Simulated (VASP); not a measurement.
# InAs (Fm-3m) in VASP: a series of runs

Runs on InAs. Level: PBE. Tasks: single point.

All numbers are computed with VASP 6.6.1; they aren't measurements. Logs are shortened: lines on timing, memory, paths and dates and some standing lists are left out, and cuts for length are marked.

## (1) Starting point

The structure is cubic, space group Fm-3m (No. 225). Conventional cell: a = 5.755 Å, b = 5.755 Å, c = 5.755 Å, α = 90.00°, β = 90.00°, γ = 90.00°. In (site symmetry m-3m) is surrounded by 6 As at 2.88 Å. As (site symmetry m-3m) has 6 In at 2.88 Å as nearest neighbours.

Measurements of this composition are mostly on another form, of space group No. 216.

## (2) Single point, PBE, spin-orbit coupling, no magnetisation

Input file INCAR:

```
ALGO = Normal ; EDIFF = 1E-7
ENCUT = 520 ; GGA = PE
GGA_COMPAT = F ; ISIF = 2
ISMEAR = 0 ; LASPH = T
LCHARG = F ; LORBIT = 11
LREAL = F ; LSORBIT = T
LWAVE = F ; MAGMOM = 0 0 0 0 0 0
NBANDS = 34 ; NELM = 100
PREC = Accurate ; SIGMA = 0.02
```

Input file KPOINTS:

```
k-points
0
Gamma
  5 5 5
```

Input file POSCAR:

```
InAs
1.0
    0.0000000000      2.8773040000      2.8773040000
    2.8773040000      0.0000000000      2.8773040000
    2.8773040000      2.8773040000      0.0000000000
In As
1 1
Direct
    0.5000000000      0.5000000000      0.5000000000
    0.0000000000      0.0000000000      0.0000000000
```

Potentials or basis: VASP PAW PBE potentials, release 64 (In_d, As).

Launch:

```console
$ cat potpaw_PBE.64/In_d/POTCAR potpaw_PBE.64/As/POTCAR > POTCAR
$ mpirun -np 1 vasp_ncl > vasp.out
```

OUTCAR:

```text
EDIFF = 1E-7
   ENCUT = 520
   GGA = PE
   ISIF = 2
   ISMEAR = 0
   LASPH = T
   LORBIT = 11
   LREAL = F
   LSORBIT = T
   NELM = 100
   PREC = Accurate

 Found     10 irreducible k-points:

 Following reciprocal coordinates:
            Coordinates               Weight
  0.000000  0.000000  0.000000      1.000000
  0.200000  0.000000  0.000000      8.000000
  0.400000  0.000000  0.000000      8.000000
  0.200000  0.200000  0.000000      6.000000
  0.400000  0.200000  0.000000     24.000000
 -0.400000  0.200000  0.000000     24.000000
   k-points           NKPTS =     10   k-points in BZ     NKDIM =     10   number of bands    NBANDS=     34
   number of dos      NEDOS =    301   number of ions     NIONS =      2
   total plane-waves  NPLWV =  27000
   dimension x,y,z NGX =    30 NGY =   30 NGZ =   30
   dimension x,y,z NGXF=    60 NGYF=   60 NGZF=   60
   ions per type =               1   1
   NGX,Y,Z   is equivalent  to a cutoff of  12.26, 12.26, 12.26 a.u.
   NGXF,Y,Z  is equivalent  to a cutoff of  24.51, 24.51, 24.51 a.u.
 SYSTEM =  unknown system
   PREC   = accura    normal or accurate (medium, high low for compatibility)
   ISTART =      0    job   : 0-new  1-cont  2-samecut
   ICHARG =      2    charge: 1-file 2-atom 10-const
   ISPIN  =      1    spin polarized calculation?
   LNONCOLLINEAR =      T non collinear calculations
   LSORBIT =      T    spin-orbit coupling
   LASPH  =      T    aspherical Exc in radial PAW
   ENCUT  =  520.0 eV  38.22 Ry    6.18 a.u.   7.57  7.57  7.57*2*pi/ulx,y,z
   NELM   =    100;   NELMIN=  2; NELMDL= -5     # of ELM steps
   EDIFF  = 0.1E-06   stopping-criterion for ELM
   LREAL  =      F    real-space projection
   EDIFFG = 0.1E-05   stopping-criterion for IOM
   NSW    =      0    number of steps for IOM
   IBRION =     -1    ionic relax: 0-MD 1-quasi-New 2-CG
   NFREE  =      0    steps in history (QN), initial steepest desc. (CG)
   ISIF   =      2    stress and relaxation
   ISYM   =      2    0-nonsym 1-usesym 2-fastsym
   POTIM  = 0.5000    time-step for ionic-motion
   TEBEG  =    0.0;   TEEND  =   0.0 temperature during run
   PSTRESS=    0.0 pullay stress
   NELECT =      18.0000    total number of electrons
   NUPDOWN=      -1.0000    fix difference up-down
   EMIN   =  10.00;   EMAX   =-10.00  energy-range for DOS
   EFERMI =   0.00;   METHOD = LEGACY
   ISMEAR =     0;   SIGMA  =   0.02  broadening in eV -4-tet -1-fermi 0-gaus
   EFERMI_NEDOS =   21; number of points for ismear=-14 and -15
   IALGO  =     38    algorithm
   IMIX   =      4    mixing-type and parameters
     AMIX     =   0.40;   BMIX     =  1.00
     AMIX_MAG =   1.60;   BMIX_MAG =  1.00
  volume/ion in A,a.u.               =      23.82       160.75
  Fermi-wavevector in a.u.,A,eV,Ry     =   1.183505  2.236499 19.057448  1.400683
  Thomas-Fermi vector in A             =   2.319738
   LORBIT       =     11    0 simple, 1 ext, 2 COOP (PROOUT), +10 PAW based schemes
   GGA     = PE    functional components
   LHFCALC =     F    Hartree Fock is set to
   AEXX    =    0.0000 exact exchange contribution
   IVDW    =     0    specifies the selected vdW correction
   LEPSILON=     F    determine dielectric tensor
   LRPA    =     F    only Hartree local field effects (RPA)
 Gauss-broadening in eV      SIGMA  =   0.02
  energy-cutoff  :      520.00
  volume of cell :       47.64
 maximum number of plane-waves:      2614
 NGX is ok and might be reduce to    30
   NGX = 15   NGY = 15   NGZ = 15

 number of electron      18.0000000 magnetization       0.0000000      0.0000000      0.0000000

 number of electron      18.0000002 magnetization       0.0000000      0.0000000     -0.0000000

 number of electron      18.0000002 magnetization      -0.0000000     -0.0000000      0.0000000

 Free energy of the ion-electron system (eV)
  ---------------------------------------------------
  ext. energy  EPLUGINS =         0.00000000
  ---------------------------------------------------
  free energy    TOTEN  =        -7.35135617 eV

  energy without entropy =       -7.35098354  energy(sigma->0) =       -7.35116986

 E-fermi :   6.1497     XC(G=0): -10.0886

 val. band max:        5.9694385729   @ k =   0.4000   0.0000   0.0000
 cond. band min:       6.1659586754   @ k =   0.4000   0.0000   0.0000
 fundamental gap:      0.1965201026
 Fermi energy:         6.1496904020

 k-point     1 :       0.0000    0.0000    0.0000
  band No.  band energies     occupation
      1      -8.9245      1.00000
      2      -8.9245      1.00000
      3      -8.9245      1.00000
      4      -8.9245      1.00000
      5      -8.0776      1.00000
      6      -8.0776      1.00000
[... 22 lines left out ...]
     29      13.6372      0.00000
     30      13.6372      0.00000

 k-point     2 :       0.2000    0.0000    0.0000
  band No.  band energies     occupation
      1      -8.9289      1.00000
      2      -8.9289      1.00000
      3      -8.9195      1.00000
      4      -8.9195      1.00000
      5      -8.0927      1.00000
      6      -8.0927      1.00000
[... 22 lines left out ...]
     29      14.1729      0.00000
     30      14.1729      0.00000

 k-point     3 :       0.4000    0.0000    0.0000
  band No.  band energies     occupation
      1      -8.9372      1.00000
      2      -8.9372      1.00000
      3      -8.9130      1.00000
      4      -8.9130      1.00000
      5      -8.1175      1.00000
      6      -8.1175      1.00000
[... 22 lines left out ...]
     29      16.6204      0.00000
     30      16.6204      0.00000

 k-point     4 :       0.2000    0.2000    0.0000
  band No.  band energies     occupation
      1      -8.9351      1.00000
      2      -8.9351      1.00000
      3      -8.9204      1.00000
      4      -8.9204      1.00000
      5      -8.1073      1.00000
      6      -8.1073      1.00000
[... 22 lines left out ...]
     29      16.0720      0.00000
     30      16.0720      0.00000

 k-point     5 :       0.4000    0.2000    0.0000
  band No.  band energies     occupation
      1      -8.9497      1.00000
      2      -8.9497      1.00000
      3      -8.9176      1.00000
      4      -8.9176      1.00000
      5      -8.1338      1.00000
      6      -8.1338      1.00000
[... 22 lines left out ...]
     29      17.4750      0.00000
     30      17.4750      0.00000

 k-point     6 :      -0.4000    0.2000    0.0000
  band No.  band energies     occupation
      1      -8.9472      1.00000
      2      -8.9472      1.00000
      3      -8.9186      1.00000
      4      -8.9186      1.00000
      5      -8.1323      1.00000
      6      -8.1323      1.00000
[... 22 lines left out ...]
     29      16.4438      0.00000
     30      16.4438      0.00000

 [... further k-points ...]

 [bands above 30 left out]

------------------------ aborting loop because EDIFF is reached ----------------------------------------

  FORCE on cell =-STRESS in cart. coord.  units (eV):
  Direction    XX          YY          ZZ          XY          YZ          ZX
  --------------------------------------------------------------------------------------
  -------------------------------------------------------------------------------------
  Total        0.0256803      0.0256803      0.0256803      0.0000000      0.0000000     -0.0000000
  in kB        0.8636223      0.8636223      0.8636223      0.0000000      0.0000000     -0.0000000
  external PRESSURE =       0.8636223 kB  Pullay stress =       0.0000000 kB

 VOLUME and BASIS-vectors are now :
 -----------------------------------------------------------------------------
  energy-cutoff  :      520.00
  volume of cell :       47.64
      direct lattice vectors                 reciprocal lattice vectors
     0.000000000  2.877304000  2.877304000    -0.173773783  0.173773783  0.173773783
     2.877304000  0.000000000  2.877304000     0.173773783 -0.173773783  0.173773783
     2.877304000  2.877304000  0.000000000     0.173773783  0.173773783 -0.173773783

 POSITION                                       TOTAL-FORCE (eV/Angst)
 -----------------------------------------------------------------------------------
      2.87730      2.87730      2.87730        -0.000000      0.000000     -0.000000
      0.00000      0.00000      0.00000         0.000000     -0.000000      0.000000
 -----------------------------------------------------------------------------------
    total drift:                                0.000000      0.000000      0.000000

  FREE ENERGIE OF THE ION-ELECTRON SYSTEM (eV)
  ---------------------------------------------------
  free  energy   TOTEN  =        -7.3513561737 eV

  energy  without entropy=       -7.3509835390  energy(sigma->0) =       -7.35116986

 Spin-Orbit-Coupling matrix elements

 Ion:    1  E_soc:     -0.0664621
 l=   1
     0.0000000    -0.0049407    -0.0049407
    -0.0049407     0.0000000    -0.0049407
    -0.0049407    -0.0049407     0.0000000
 l=   2
     0.0000000    -0.0012607     0.0000000    -0.0012607    -0.0048757
    -0.0012607     0.0000000    -0.0036568    -0.0012607    -0.0012189
     0.0000000    -0.0036568     0.0000000    -0.0036568     0.0000000
    -0.0012607    -0.0012607    -0.0036568     0.0000000    -0.0012189
    -0.0048757    -0.0012189     0.0000000    -0.0012189     0.0000000
 l=   3
     0.0000000     0.0000000     0.0000000     0.0000000     0.0000000     0.0000000     0.0000000
     0.0000000     0.0000000     0.0000000     0.0000000     0.0000000     0.0000000     0.0000000
     0.0000000     0.0000000     0.0000000     0.0000000     0.0000000     0.0000000     0.0000000
     0.0000000     0.0000000     0.0000000     0.0000000     0.0000000     0.0000000     0.0000000
     0.0000000     0.0000000     0.0000000     0.0000000     0.0000000     0.0000000     0.0000000
     0.0000000     0.0000000     0.0000000     0.0000000     0.0000000     0.0000000     0.0000000
     0.0000000     0.0000000     0.0000000     0.0000000     0.0000000     0.0000000     0.0000000

 Ion:    2  E_soc:     -0.0382936
 l=   1
     0.0000000    -0.0063840    -0.0063840
    -0.0063840     0.0000000    -0.0063840
    -0.0063840    -0.0063840     0.0000000
 l=   2
     0.0000000    -0.0000009     0.0000000    -0.0000009     0.0000026
    -0.0000009     0.0000000     0.0000020    -0.0000009     0.0000007
     0.0000000     0.0000020     0.0000000     0.0000020     0.0000000
    -0.0000009    -0.0000009     0.0000020     0.0000000     0.0000007
     0.0000026     0.0000007     0.0000000     0.0000007     0.0000000
 l=   3
     0.0000000     0.0000000     0.0000000     0.0000000     0.0000000     0.0000000     0.0000000
     0.0000000     0.0000000     0.0000000     0.0000000     0.0000000     0.0000000     0.0000000
     0.0000000     0.0000000     0.0000000     0.0000000     0.0000000     0.0000000     0.0000000
     0.0000000     0.0000000     0.0000000     0.0000000     0.0000000     0.0000000     0.0000000
     0.0000000     0.0000000     0.0000000     0.0000000     0.0000000     0.0000000     0.0000000
     0.0000000     0.0000000     0.0000000     0.0000000     0.0000000     0.0000000     0.0000000
     0.0000000     0.0000000     0.0000000     0.0000000     0.0000000     0.0000000     0.0000000

 total charge

# of ion       s       p       d       tot
------------------------------------------
    1        0.871   0.555   9.880  11.306
    2        1.261   1.453   0.022   2.736
--------------------------------------------------
tot          2.132   2.007   9.902  14.041

 magnetization (x)

# of ion       s       p       d       tot
------------------------------------------
    1        0.000   0.000  -0.000  -0.000
    2        0.000  -0.000   0.000  -0.000
--------------------------------------------------
tot          0.000  -0.000  -0.000  -0.000

 magnetization (y)

# of ion       s       p       d       tot
------------------------------------------
    1        0.000   0.000   0.000   0.000
    2        0.000   0.000  -0.000  -0.000
--------------------------------------------------
tot          0.000   0.000  -0.000   0.000

 magnetization (z)

# of ion       s       p       d       tot
------------------------------------------
    1        0.000   0.000   0.000   0.000
    2        0.000  -0.000  -0.000  -0.000
--------------------------------------------------
tot          0.000  -0.000   0.000   0.000
```

Run time: 25 s. Hardware: 1 thread of AMD EPYC 9R45 (Zen 5), shared host; peak memory 0.24 GiB.

The run converged, but some of its settings lie outside the range that counts as converged, so its numbers aren't taken as properties of the crystal.

What came out:

```
Free energy                                           : -7.3514 eV
Pressure                                              : 0.1 GPa
Valence electrons inside the program's atomic spheres : In 11.31; As 2.74
```

Caveat: the k mesh is coarse (spacing up to 0.38 Å⁻¹), so the values aren't converged.

## (3) Single point, PBE, spin-orbit coupling, no magnetisation

Edit INCAR of step 2 so:

```diff
@@ -1,3 +1,3 @@
 ALGO = Normal ; EDIFF = 1E-7
-ENCUT = 520 ; GGA = PE
+ENCUT = 400 ; GGA = PE
 GGA_COMPAT = F ; ISIF = 2
```

Input file KPOINTS:

```
k-points
0
Gamma
  6 6 6
```

POSCAR is that of step 2.

Potentials or basis: VASP PAW PBE potentials, release 64 (In_d, As).

Launch:

```console
$ cat potpaw_PBE.64/In_d/POTCAR potpaw_PBE.64/As/POTCAR > POTCAR
$ mpirun -np 1 vasp_ncl > vasp.out
```

It took 28 s on 1 thread of AMD EPYC 9R45 (Zen 5), shared host; peak memory 0.21 GiB.

These settings aren't checked as converged: the numbers below hold their error.

Results:

```
Free energy                                           : -7.3947 eV
Pressure                                              : -0.1 GPa
Valence electrons inside the program's atomic spheres : In 11.31; As 2.73
```

## (4) The reference run

An earlier run on the cell as given: functional PBE; potentials or basis VASP PAW PBE potentials, release 64 (In_d, As); cutoff 520 eV; k mesh 8 × 8 × 8; occupations fermi-dirac, width 0.05 eV; no spin polarisation.

* Pressure: 0.0 GPa
* Band gap on the k mesh: none (metal or under the smearing width)
